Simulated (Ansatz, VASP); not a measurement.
# Two plane-wave programs on TiO2

```
Ti O
1.0
     2.68055   -2.72841   -0.06174
     2.67526    2.72312   -0.05440
    -2.70909    0.00908    4.80528
Ti O
2 4
Direct
  0.12195 0.85755 0.23625
  0.87558 0.14822 0.75586
  0.35401 0.09895 0.67383
  0.67320 0.94190 0.32167
  0.96818 0.68269 0.84674
  0.06404 0.34910 0.17459
```

Change from the starting cell: kmesh displaced: [4, 4, 4] Gamma-centred.

Alike in both runs: task single point; functional r2SCAN; k mesh 4 × 4 × 4; occupations gaussian, width 0.02 eV; no spin polarisation.

|  | VASP | Ansatz |
| --- | --- | --- |
| version | VASP 6.6.1 | Ansatz 0.2.0 |
| potentials or method | VASP PAW PBE potentials, release 64 (Ti_sv, O) | scalar-relativistic, plane waves, PAW |
| plane-wave cutoff (eV) | 520 | 500 |
| valence electrons in the cell | 48 | 48 |

VASP gave:

- gap on the k mesh at the Fermi level (eV): 2.58
- least direct gap on the mesh (eV): 3.00
- pressure (GPa): -1.4
- largest component of the traceless stress (GPa): 5.59
- rms of the force components (eV/Å): 0.674

Problem. Which values does Ansatz return?

Solution. gap on the k mesh at the Fermi level (eV): 2.56; least direct gap on the mesh (eV): 2.98; pressure (GPa): -2.6; largest component of the traceless stress (GPa): 5.57; rms of the force components (eV/Å): 0.641.

Atom by atom the forces differ by 0.064 eV/Å (rms over components).

Caveats: the k mesh is coarse (spacing up to 0.45 Å⁻¹), so the values aren't converged; the PAW data sets were made with another functional, which shifts forces and pressure a little (VASP). A k mesh can miss the band edges.
